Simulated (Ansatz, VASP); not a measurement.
**Bi: VASP beside Ansatz**

```
CELL_PARAMETERS angstrom
-1.98143 1.98143 1.98143
1.98143 -1.98143 1.98143
1.98143 1.98143 -1.98143
ATOMIC_POSITIONS crystal
Bi 0.00000 0.00000 0.00000
```

This isn't the form of Bi at room conditions, which is rhombohedral.

Alike in both runs: task single point; functional PBE; k mesh 9 × 9 × 9; occupations fermi-dirac, width 0.05 eV; no spin polarisation.

|  | VASP | Ansatz |
| --- | --- | --- |
| version | VASP 6.6.1 | Ansatz 0.2.0 |
| potentials or method | VASP PAW PBE potentials, release 64 (Bi_d), cutoff 520 eV | all-electron LAPW, scalar-relativistic |

Ansatz gave:

```
gap on the k mesh at the Fermi level (eV) : none
pressure (GPa)                            : 0.9
```

Task: What did VASP give for the same quantities?

Result: gap on the k mesh at the Fermi level (eV): none; pressure (GPa): 0.8.

A gap of «none» marks a metal or a gap that the smearing closes. Ansatz ran all-electron here, so the differences hold the error of VASP's frozen core and of both bases.

Caveats: spin-orbit coupling is left out, which moves the levels of the heavy elements.
